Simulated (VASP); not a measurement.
Wanted: the native input for a VASP 6.6.1 run.

* Task: dielectric tensor
* Functional: PBE
* Potentials or basis: VASP PAW PBE potentials, release 64 (W_sv, Si)
* Cutoff: 520 eV
* k mesh: 5 × 5 × 3
* Occupations: gaussian, width 0.02 eV
* Spin: no spin polarisation
* Further INCAR settings: ALGO = Normal; EDIFF = 1e-08

The structure of Si2W lies in POSCAR:

```
Si2W
1.0
    4.6168523821      0.0000000000      0.0000000000
   -2.3084261911      3.9983114484      0.0000000000
    0.0000000000      0.0000000000      6.6532220000
W Si
3 6
Direct
    0.5000000000      0.0000000000      0.5000000000
    0.5000000000      0.5000000000      0.8333333333
    0.0000000000      0.5000000000      0.1666666667
    0.3272520000      0.1636260000      0.1666666667
    0.8363740000      0.1636260000      0.8333333333
    0.1636260000      0.3272520000      0.5000000000
    0.6727480000      0.8363740000      0.1666666667
    0.1636260000      0.8363740000      0.8333333333
    0.8363740000      0.6727480000      0.5000000000
```

Measurements of this composition are mostly on another form, of space group No. 139.

These files were run (other wordings do the same):

INCAR

```
ALGO = Normal
EDIFF = 1E-8
ENCUT = 520
GGA = PE
ISIF = 2
ISMEAR = 0
LASPH = True
LCHARG = False
LEPSILON = True
LREAL = False
LWAVE = False
NELM = 80
PREC = Accurate
SIGMA = 0.02
```

KPOINTS

```
k-points
0
Gamma
  5 5 3
```

Potentials or basis: VASP PAW PBE potentials, release 64 (W_sv, Si).

Run with:

```bash
$ cat potpaw_PBE.64/W_sv/POTCAR potpaw_PBE.64/Si/POTCAR > POTCAR
$ mpirun -np 1 vasp_std > vasp.out
```

Results of the run:

| Property | Result |
| --- | --- |
| Band gap on the k mesh | 0.40 eV, indirect (least direct gap 0.92 eV) |
| Electronic dielectric tensor (diagonal) | 29.17, 29.17, 26.49 |
| Born charges (mean of the diagonal) | W -7.87; Si +3.93 e |

Caveat: the gap is small at this level, which inflates the dielectric constant; spin-orbit coupling is left out, which moves the levels of the heavy elements; an odd mesh through Γ misses points on the zone boundary, where band edges often lie.

Wall time 9.9 min on 1 thread of AMD EPYC 9R45 96-Core Processor (Zen 5), on a shared host, peak memory 0.42 GiB.
